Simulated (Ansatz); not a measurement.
## MoS2: work and stress of cleavage

Computed with DFT PBE+D3(BJ), scalar-relativistic, plane waves, PAW in Ansatz. Settings: plane waves to 420 eV, k-mesh 10×10×2 (Γ-centred), Gaussian smearing 0.05 eV. No spin polarisation. Energies are free energies at this smearing, counted from the undisturbed cell; pressure is positive in compression.

The starting cell (relaxed at this level):

```
Mo S
1.0
    -1.57647   -2.73053    0.00000
     1.57647   -2.73053    0.00000
     0.00000    0.00000   17.98960
Mo S
3 6
Cartesian
  0.0000 0.0000 14.9919
  0.0000 -1.8204 2.9989
  0.0000 -3.6407 8.9954
  0.0000 0.0000 10.5583
  0.0000 -1.8204 16.5548
  0.0000 -3.6407 4.5617
  0.0000 0.0000 7.4310
  0.0000 -1.8204 13.4276
  0.0000 -3.6407 1.4345
```

The cut lies on the cell's a–b face, a (0 0 -1) plane (indices in the standard cell, whose axes needn't be the Cartesian ones shown) of area 8.61 Å², between layers 2.87 Å apart. Vector c is lengthened by d along the normal with the atoms' Cartesian places fixed: one unrelaxed cut a cell. The traction is positive where the two halves pull on each other.

| d (Å) | energy (J/m²) | traction (GPa) |
| --- | --- | --- |
| -0.30 | 0.061 | -4.70 |
| -0.15 | 0.013 | -1.87 |
| 0.00 | 0.000 | -0.01 |
| 0.25 | 0.024 | 1.68 |
| 0.50 | 0.075 | 2.32 |
| 0.75 | 0.135 | 2.42 |
| 1.00 | 0.194 | 2.26 |
| 1.50 | 0.293 | 1.71 |
| 2.00 | 0.366 | 1.21 |
| 3.00 | 0.452 | 0.59 |
| 4.50 | 0.508 | 0.23 |
| 6.00 | 0.532 | 0.11 |

Question: What are the work of separation and the cleavage stress, and do they fit the universal binding curve?

Answer: The energy levels off near W ≈ 0.532 J/m² (the traction is down to 0.11 GPa), the energy of the two unrelaxed faces, 0.266 J/m² each on average. The largest sampled traction is 2.42 GPa at d = 0.75 Å, and a parabola through it and its two neighbours peaks at σ_max ≈ 2.42 GPa, d ≈ 0.72 Å. The curve E = W[1 − (1 + d/ℓ)exp(−d/ℓ)] peaks in traction at d = ℓ with σ_max = W/(eℓ); with 1 J/m² per Å = 10 GPa this W and σ_max give ℓ = 0.81 Å. A parabola through that curve at the same three d peaks at 0.83 Å, against 0.72 Å here, a fair fit. Real crystals break at far lower stress, because cracks concentrate it, and on the plane of lowest W, which needn't be this one.

The cut is rigid; relaxing the faces lowers these energies and usually the stresses.

Cost: 12 runs of about 1.9 core-minutes in all, on Intel Xeon 6975P-C (Granite Rapids) (shared hosts).